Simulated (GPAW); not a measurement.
Runs of GPAW 26.7.0 on PtSe2 (Sudovikovite). It takes space group P-3m1 (No. 164, trigonal). The conventional cell has a = 3.724 Å, b = 3.724 Å, c = 5.062 Å, α = 90.00°, β = 90.00°, γ = 120.00°. Around Pt (site symmetry -3m) lie 6 Se at 2.49 Å. Se (site symmetry 3m) is surrounded by 3 Pt at 2.49 Å. 

```tsv
level	gap on the mesh (eV)	pressure (GPa)	relaxed volume (Å³/atom)	largest force (eV/Å)
PBEsol+D3	none	0.1	(a)	0.01
PBEsol	none	0.1	(b)	0.02
PBEsol+D3(BJ)+ATM	none	0.0	18.91	-
PBEsol+D4	none	0.0	19.11	-
PBEsol+D3(BJ)	none	0.0	18.75	-
```

Alike in all rows: task relaxation of cell and atoms; potentials or basis PAW data sets generated in the run's folder for this functional, pw; no spin polarisation; cell relaxed; k mesh 7 × 7 × 5; cutoff (eV) 600; smearing fermi-dirac 0.05 eV.

**Question.** Fill in the values left out.

**Answer.** (a) 18.76; (b) 19.83.

Caveats: later steps reuse the first step's grids; pairwise dispersion overbinds metals, which lowers pressure and volume (some runs).

A k mesh can miss the band edges, and the runs leave out spin-orbit coupling on Pt, Se.

A gap of «none» marks a metal or a gap under the smearing width.
